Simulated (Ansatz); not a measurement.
Cl: from a trial structure to a relaxed crystal

Level of theory: DFT PBE, scalar-relativistic, plane waves, PAW (Ansatz 0.2.0).

The start is a random cell of Cl with space group R3 (No. 146), drawn with lower limits on the distances.

Input of the last, converged step (default PAW datasets):

```yaml
crystal:
  lattice:
    - [4.1320969157, 2.3856672666, 3.9499698235]
    - [-4.1320969157, 2.3856672666, 3.9499698235]
    - [0.0, -4.7713345332, 3.9499698235]
  atoms:
    - { symbol: Cl, position: [0.5, 0.0, 0.0] }
    - { symbol: Cl, position: [0.0, 0.5, 0.0] }
    - { symbol: Cl, position: [0.0, 0.0, 0.5] }
    - { symbol: Cl, position: [0.8271754268, 0.8271754268, 0.8271754268] }
    - { symbol: Cl, position: [0.1728245732, 0.1728245732, 0.1728245732] }
basis:
  ecutwfc: 420
kpoints:
  mp_grid: { grid: [6, 6, 6] }
hamiltonian:
  xc: pbe
scf:
  occupations: { method: gaussian, width: 0.1 }
output:
  forces: true
  stress: true
  eigenvalues: true
relax:
  adjacent_minimum: "off"
  f_tol: 0.01
  max_steps: 80
  cell: { stress_tol: 0.05 }
```

It can be run as:

```bash
ansatz run input.yaml --threads 1 --pin off --backend cpu --events-out ev --progress --plain --runs-dir out  # memory cap (--max-ram) not shown
```

End of the output:

```
SCF converged after 4 iterations
Free energy (F): -5396.553056 eV
Harris-Foulkes:  -5396.553056 eV  (|F-HF|=4.00e-11)
Internal energy: -5396.547169 eV  (E = F + TS)
E sigma→0 (E₀):  -5396.550113 eV
Entropy (-TS):   -0.005887 eV (-1.177 meV/atom)
Fermi energy:    -2.052999 eV
--- Per-component energies (eV) ---
  E_band       = -288.946139
  E_kinetic    = 793.651104
  E_local      = -2262.097785  (includes V_loc(G=0)·N_el)
  E_nonlocal   = 143.405515
  E_hartree    = 809.635707
  E_xc         = -529.917904
  E_vxc        = -602.290834  (∫ρ·V_xc dr)
  E_paw        = -3293.252143  (= ΣΔE_a)
  E_vpaw       = 19.113929  (= ΣTr[D̂ρ^β])
  E_aug_tail   = 0.000468  (compensation charges beyond the density's cutoff)
  E_ewald      = -1057.972130
  E_smearing   = -0.005887  (= −TS)
  E_closure    = 0.000000  (closes the sum)
  Σ components = -5396.553056   (vs F -5396.553056, Δ=0.00e0)
--- Forces (eV/Å), atoms counted from 1 ---
  atom   1  Cl     0.00000000     0.00000000     0.00000000
  atom   2  Cl     0.00000000     0.00000000     0.00000000
  atom   3  Cl     0.00000000     0.00000000     0.00000000
  atom   4  Cl     0.00000000     0.00000000    -0.00188096
  atom   5  Cl     0.00000000     0.00000000     0.00188096
  max |Σ_I F_I| component: 2.17e-19 eV/Å
--- Stress (GPa, compression-positive) ---
        0.024246       0.000000       0.000000
        0.000000       0.024246       0.000000
        0.000000       0.000000       0.005346
  P = ⅓ Tr σ = 0.0179 GPa (0.179 kbar)
--- Relaxed structure (6 steps of the walk, 6 accepted, 1 SCFs on fresh bases) ---
  F+E_penalty+E_count = -5396.55305605 eV   max|allowed force component| = 1.881e-3 eV/Å   (the final SCF, on the basis selected at the relaxed cell)
  cell:  # Å, volume = 237.0891 Å³
    - [4.123444, 2.380672, 4.025323]
    - [-4.123444, 2.380672, 4.025323]
    - [0.000000, -4.761343, 4.025323]
  atoms:
    - { symbol: Cl, position: [0.5, 0.000000, 0.0] }
    - { symbol: Cl, position: [0.000000, 0.5, 0.0] }
    - { symbol: Cl, position: [0.0, 0.0, 0.5] }
    - { symbol: Cl, position: [0.831983, 0.831983, 0.831983] }
    - { symbol: Cl, position: [0.168017, 0.168017, 0.168017] }
```

Absolute energies hang on the potentials; compare differences alone.

The result has space group R-3m (No. 166). Cl on Wyckoff site d (3 atoms of the primitive cell) has 2 Cl at 2.38 Å; around Cl on Wyckoff site c (2 atoms of the primitive cell) lie 3 Cl at 2.38 Å.

It lies 0.13 eV/atom above the element's standard state at the same level.

For metals, differences of a few meV/atom aren't resolved. No dispersion correction is applied, so the spacing between layers, chains or molecules is poorly fixed, and with it the volume and density.

Symmetry constrained the relaxation, so the result can be a saddle point.